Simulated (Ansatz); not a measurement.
The system is MoS2.

```
Mo S
1.0
     3.22746    0.00000    0.00000
    -1.61373    2.79507    0.00000
     0.00000    0.00000    6.31247
Mo S
1 2
Cartesian
  0.0000 0.0000 3.1562
  1.6137 0.9317 4.7008
  0.0000 1.8634 1.6117
```

Measurements of this composition are mostly on another form, of space group No. 194.

Base run:

```yaml
Program: Ansatz 0.2.0
Functional: LDA
Potentials_or_basis: Ansatz PAW
Cutoff: "420 eV (not typed: the program's choice for these potentials)"
k_mesh: 9 × 9 × 4
Occupations: fermi-dirac, width 0.05 eV
Spin: no spin polarisation
```

Its results: band gap on the k mesh none (metal or under the smearing width); pressure -6.0 GPa; largest force 0.155 eV/Å.

Question: After a change of settings the same cell gave: band gap on the k mesh none (metal or under the smearing width); pressure -3.5 GPa; largest force 0.027 eV/Å. Which change was it?
A. k mesh from 9 × 9 × 4 to 7 × 7 × 3; spin from no spin polarisation to spin-orbit coupling, no magnetisation; potential files from those of the base run to others of the same set
B. functional from LDA to HSEsol; k mesh from 9 × 9 × 4 to 5 × 5 × 2
C. functional from LDA to PBEsol; occupations from fermi-dirac, width 0.05 eV to gaussian, width 0.05 eV

Answer: C.

Caveats: the PAW data sets come from PBE, with cores solved anew for the run's functional, which leaves a small shift of forces and pressure; this functional lacks dispersion, which binds the layers, so the pressure and a relaxed spacing across them are unreliable (some runs).

Runs at the PBE level aren't shown here.
